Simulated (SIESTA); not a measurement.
The system is GaCuSe2.

```xyz
8
Lattice="-2.8096 2.8096 5.5130 2.8096 -2.8096 5.5130 2.8096 2.8096 -5.5130" Properties=species:S:1:pos:R:3 pbc="T T T"
Se    1.4048   -1.4013    4.1348
Se    1.4013    1.4048    6.8913
Se    1.4048    4.2108   -1.3783
Se    1.4083    1.4048    1.3783
Ga    2.8096    0.0000    2.7565
Ga    0.0000    0.0000    5.5130
Cu    0.0000    2.8096    2.7565
Cu    0.0000    0.0000    0.0000
```

Base run:

* Program: SIESTA 5.4.2
* Functional: LDA
* Potentials or basis: PseudoDojo 0.4 standard (LDA files)
* Basis: DZP (energy shift 0.003 Ry; two zetas on semicore shells)
* Grid cutoff: 800 Ry
* Energy shift: 0.003 Ry
* k mesh: 7 × 7 × 7
* Occupations: fermi-dirac, width 0.05 eV
* Spin: no spin polarisation

Its results: band gap on the k mesh 0.28 eV, direct; pressure -1.8 GPa; largest force 0.466 eV/Å.

Task: The run is repeated on the same cell with these changes: functional from LDA to PBE; potentials or basis from PseudoDojo 0.4 standard (LDA files) to PseudoDojo 0.4 standard (PBE files). What comes out?

Result: Band gap on the k mesh 0.43 eV, direct; pressure 4.0 GPa; largest force 0.395 eV/Å.

Caveats: short orbitals over semicore shells can move pressures by several GPa; the basis of atomic orbitals isn't converged, which shifts pressures, moduli and gaps.
